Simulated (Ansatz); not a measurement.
# Pd (P6_3/mmc) in Ansatz: relaxation of cell and atoms with PBEsol+D4

Aim: the relaxation of cell and atoms of Pd with PBEsol+D4.

Program: Ansatz 0.2.0. These are calculated values, not measurements. Logs are shortened: lines on timing, memory, paths and dates and some standing lists are left out, and cuts for length are marked.

## 1. Starting point

Symmetry: P6_3/mmc, No. 194, hexagonal system. Conventional cell: a = 2.784 Å, b = 2.784 Å, c = 4.629 Å, α = 90.00°, β = 90.00°, γ = 120.00°. Pd (site symmetry -6m2) has 12 Pd at 2.78 to 2.82 Å as nearest neighbours.

This isn't the form of Pd at room conditions, which is fcc.

## 2. Relaxation of cell and atoms, PBEsol+D4

The input, input.yaml:

```yaml
crystal:
  lattice:
    - [2.7836650458, 0.0, 0.0]
    - [-1.3918325229, 2.4107246453, 0.0]
    - [0.0, 0.0, 4.628893]
  atoms:
    - { symbol: Pd, position: [0.3333333333, 0.6666666667, 0.25] }
    - { symbol: Pd, position: [0.6666666667, 0.3333333333, 0.75] }
hamiltonian:
  xc: pbesol
  pseudopotentials: { kind: paw }
  dispersion: d4
kpoints:
  mp_grid: { grid: [11, 11, 6] }
scf:
  occupations: { method: fermi_dirac, width: 0.05 }
output:
  forces: true
  stress: true
  eigenvalues: true
relax:
  f_tol: 0.01
  max_steps: 40
  cell: { stress_tol: 0.05 }
```

Potentials or basis: Ansatz PAW.

Run with:

```
$ ansatz run input.yaml --threads 2 --pin off --max-ram 5632MiB --backend cpu --events-out ev --progress --plain --runs-dir out
```

What it wrote:

```text
Warning: RAYON_NUM_THREADS=2 ignored (pool sized by the plan → 2); use --threads N
Engine: ansatz 0.2.0, x86_64-unknown-linux-gnu
Pseudopotentials: kind: paw
Pseudopotential: Pd, paw, valence charge 18, recommended cutoff 420 eV (normal), Pd.paw.azcp
Functional definition: PBEsol
  exchange = pbesol_x
  correlation = pbesol_c
Crystal: 2 atoms, lattice volume = 31.063 Å³
Basis set: ecut = 420 eV, 591 PW (Γ), exchange–correlation on 40×40×64 points (8 copies of the dense FFT grid, shifted against one another)
Bands: 22, of which v1, the nominal top of the filled ones, is band 18 counted from 1 (17 counted from 0)
Symmetry: 24 space group operations
Space group: P63/mmc (ITA 194), of the structure as read, at distance tolerance 3.1e-5 Å
k-points: 64 of 726
Non-local potential: Pd, projectors of the file, l = 0: 2, l = 1: 2, l = 2: 2, l = 3: 1
PAW form: soft (Blöchl's): semilocal exchange-correlation on the pseudo side does not see the compensation charge
PAW frozen core: Pd, regenerated for the run's functional, and the local potential with it (the file was generated under x = pbe(κ = 0.804, μ = 0.2195149727645171), c = pbe(β = 0.06672455060314922))
PAW one-centre angular grid: Pd, 590 points (default); XC on 64 Gauss nodes
Initial density: superposition of atomic densities (neutral atoms: chi_scale 0, normalization atom), corrected by the library's trained network
Initial wavefunctions: pseudopotential atomic-orbital guess
Functional: x = pbesol(κ = 0.804, μ = 0.12345679012345678), c = pbesol(β = 0.046)
SCF iter   1: F=—  HF=-13813.720888 eV  |F-HF|=—  |Δ(HF+E_count)|=         —  Δρ=1.19e-2  dr2=3.60e-2  ethr=1.77e-3  ⟨swp⟩=5.5  Hψ=6355  notcnv=0
preconditioner: auto → Kerker (q_TF=auto, 2.796 Å⁻¹)  [metal: Δε(μ)=0.004 eV  Ē_g=8.956 eV  σ=0.050 eV  W_gap=0.02  n_scr=10 (ndim 8)  ℏωp=29.8 eV  f_vac=0.000  D(μ)=6.01/eV (n_scr^D=110)]
SCF iter   2: F=—  HF=-13813.713237 eV  |F-HF|=—  |Δ(HF+E_count)|=   7.65e-3  Δρ=4.60e-3  dr2=5.70e-3  ethr=1.00e-4  ⟨swp⟩=2.3  Hψ=2302  notcnv=0
SCF iter   3: F=—  HF=-13813.711837 eV  |F-HF|=—  |Δ(HF+E_count)|=   1.40e-3  Δρ=8.99e-4  dr2=1.91e-4  ethr=1.58e-5  ⟨swp⟩=2.2  Hψ=1878  notcnv=0
SCF iter   4: F=—  HF=-13813.711815 eV  |F-HF|=—  |Δ(HF+E_count)|=   2.22e-5  Δρ=1.89e-4  dr2=6.76e-6  ethr=5.30e-7  ⟨swp⟩=2.3  Hψ=1904  notcnv=0
SCF iter   5: F=—  HF=-13813.711823 eV  |F-HF|=—  |Δ(HF+E_count)|=   8.09e-6  Δρ=5.06e-5  dr2=4.89e-7  ethr=1.88e-8  ⟨swp⟩=2.0  Hψ=2374  notcnv=0
SCF iter   6: F=-13813.711823 eV  HF=-13813.711823 eV  |F-HF|=6.29e-9  |Δ(HF+E_count)|=   5.17e-8  Δρ=1.39e-5  dr2=3.94e-8  ethr=2.78e-10  ⟨swp⟩=4.2  Hψ=4816  notcnv=0
SCF 1 converged in 6 iterations: F = -13813.711823 eV  dr2 = 3.94e-8
relax step   1: F+E_penalty+E_count = -13813.71182260 eV  Δ(F+E_penalty+E_count) = +0.000e0 eV  max|allowed force component| = 3.701e-17 eV/Å  Δτ_max = 0.0000 Å  P = -12.954 GPa  Ω = 31.063 Å³  (6 SCF iters, dr2 threshold 1.00e-7 eV, accepted)
Crystal: 2 atoms, lattice volume = 26.965 Å³
[... 74 lines left out ...]
SCF iter   6: F=-13813.809899 eV  HF=-13813.809899 eV  |F-HF|=3.64e-12  |Δ(HF+E_count)|=  1.82e-12  Δρ=2.95e-8  dr2=1.78e-13  ethr=1.00e-12  ⟨swp⟩=3.2  Hψ=5414  notcnv=0
SCF 7 converged in 6 iterations: F = -13813.809899 eV  dr2 = 1.78e-13
relax step   7: F+E_penalty+E_count = -13813.80989879 eV  Δ(F+E_penalty+E_count) = +8.569e-4 eV  max|allowed force component| = 4.626e-17 eV/Å  Δτ_max = 0.0000 Å  P = +0.042 GPa  Ω = 28.822 Å³  stress off target by 4.44e-2 GPa  SCF on the basis re-selected at this cell (its energy is not comparable with the rows above)  (6 SCF iters)
basis re-selected at this cell: Δ(F+E_penalty+E_count) = +8.569e-4 eV, ΔP = +0.041 GPa vs the last step (what re-selecting the basis moved, of the pressure what is left beyond the Pulay correction that the steps carried, after the strain that the cell walked since its last selection, with what the two solves' SCF thresholds leave and, on support functions, any second-order correction that the steps lacked; it is no measure of the basis error at this ecutwfc). This SCF's stress stands 4.44e-2 GPa from its target on what of the cell is left free (relax.cell.stress_tol is 5.00e-2 GPa) and its largest allowed force component is 4.63e-17 eV/Å (relax.f_tol is 1.00e-2 eV/Å): within both
SCF converged after 6 iterations
Free energy (F): -13813.809899 eV
Harris-Foulkes:  -13813.809899 eV  (|F-HF|=3.64e-12)
Internal energy: -13813.766272 eV  (E = F + TS)
E sigma→0 (E₀):  -13813.788085 eV
Entropy (-TS):   -0.043627 eV (-21.814 meV/atom)
Fermi energy:    20.298741 eV
--- Per-component energies (eV) ---
  E_band       = -258.433673
  E_kinetic    = 1027.904083
  E_local      = -3432.945203  (includes V_loc(G=0)·N_el)
  E_nonlocal   = 438.478449
  E_hartree    = 1395.112126
  E_xc         = -335.879908
  E_vxc        = -423.038538  (∫ρ·V_xc dr)
  E_paw        = -7369.591605  (= ΣΔE_a)
  E_vpaw       = -659.057162  (= ΣTr[D̂ρ^β])
  E_aug_tail   = 0.000442  (compensation charges beyond the density's cutoff)
  E_ewald      = -5536.864245
  E_disp       = -0.585459  (pairwise vdW)
  E_core_change = 0.605048  (= ΣΔE_core)
  E_smearing   = -0.043627  (= −TS)
  E_closure    = 0.000000  (closes the sum)
  Σ components = -13813.809899   (vs F -13813.809899, Δ=0.00e0)
--- Forces (eV/Å), atoms counted from 1 ---
  atom   1  Pd    -0.00000000     0.00000000     0.00000000
  atom   2  Pd     0.00000000    -0.00000000    -0.00000000
  max |Σ_I F_I| component: 4.63e-18 eV/Å
--- Stress (GPa, compression-positive) ---
        0.041343      -0.000000      -0.000000
        0.000000       0.041343      -0.000000
       -0.000000      -0.000000       0.044411
  P = ⅓ Tr σ = 0.0424 GPa (0.424 kbar)
--- Band table (eV; the first three rows and the last of 64) ---
  k-point 0: bands = ["-63.8513", "-63.7957", "-29.7410", "-29.4238", "-29.4238", "-29.3667", "-29.3667", "-29.3144", "12.8485", "14.7365", "17.1912", "17.4136", "17.4136", "17.7857", "17.7857", "18.5364", "18.5364", "20.0399", "20.0399", "20.9671", "27.4049", "37.2396"]
  k-point 1: bands = ["-63.8476", "-63.7994", "-29.7130", "-29.4200", "-29.4200", "-29.3706", "-29.3706", "-29.3435", "13.0958", "14.7786", "17.1230", "17.3592", "17.3592", "17.7067", "17.7067", "18.7239", "18.7239", "19.9908", "20.0057", "20.0057", "28.7454", "36.7979"]
  k-point 2: bands = ["-63.8375", "-63.8096", "-29.6360", "-29.4227", "-29.4096", "-29.4096", "-29.3810", "-29.3810", "13.7639", "14.8155", "17.0130", "17.3113", "17.3113", "17.5305", "17.5305", "18.3336", "19.1328", "19.1328", "19.8600", "19.8600", "31.5136", "36.1422"]
  k-point 63: bands = ["-63.7739", "-63.7739", "-29.7277", "-29.7277", "-29.6320", "-29.6320", "-29.4162", "-29.4162", "15.8579", "15.8579", "16.5135", "16.5135", "17.3459", "17.3459", "18.4636", "18.4636", "20.1292", "20.1292", "26.6759", "26.6759", "29.1695", "29.1695"]
--- Relaxed structure (6 steps of the walk, 6 accepted, 1 SCFs on fresh bases) ---
  F+E_penalty+E_count = -13813.80989879 eV   max|allowed force component| = 4.626e-17 eV/Å   (the final SCF, on the basis selected at the relaxed cell)
  cell:  # Å, volume = 28.8224 Å³
    - [2.71304532296067, 3.0200994307607746e-35, 0.0]
    - [-1.356522661480335, 2.3495661713024973, 0.0]
    - [0.0, 0.0, 4.521533177273435]
  atoms:
    - { symbol: Pd, position: [0.33333333333333337, 0.6666666666666667, 0.25000000000000006] }
    - { symbol: Pd, position: [0.6666666666666667, 0.33333333333333337, 0.7500000000000001] }
```

Wall time 5 s (2 threads of Intel Xeon 6975P-C (Granite Rapids), shared host); peak memory 0.36 GiB.

Results:

```yaml
Free_energy: -13813.8099 eV
Relaxed_volume: 14.41 Å³/atom
Relaxed_cell: a = 2.713 Å, b = 2.713 Å, c = 4.522 Å, α = 90.00°, β = 90.00°, γ = 120.00°
Space_group_after_relaxing_to_0.05_Å: P6_3/mmc (No. 194)
Energy_gained_by_relaxing: 49.0 meV/atom
Ionic_steps: 7
Pressure_after_relaxing: 0.0 GPa
Band_gap_on_the_k_mesh: none (metal or under the smearing width)
```

The path:
```tsv
step	energy change (eV)	largest force (eV/Å)	volume (Å³)
1	0.0000	0.0000	31.06
2	-0.0079	0.0000	26.96
3	-0.0965	0.0000	29.14
4	-0.0989	0.0000	28.83
5	-0.0989	0.0000	28.82
6	-0.0989	0.0000	28.82
7	-0.0981	0.0000	28.82
```

Final structure:
```
CELL_PARAMETERS angstrom
2.71305 0.00000 0.00000
-1.35652 2.34957 0.00000
0.00000 0.00000 4.52153
ATOMIC_POSITIONS crystal
Pd 0.33333 0.66667 0.25000
Pd 0.66667 0.33333 0.75000
```

Caveat: the plane-wave basis is chosen anew once the cell has moved, so the energies of steps on either side of that aren't comparable; pairwise dispersion overbinds metals, which lowers pressure and volume; the PAW data sets come from PBE, with cores solved anew for the run's functional, which leaves a small shift of forces and pressure.
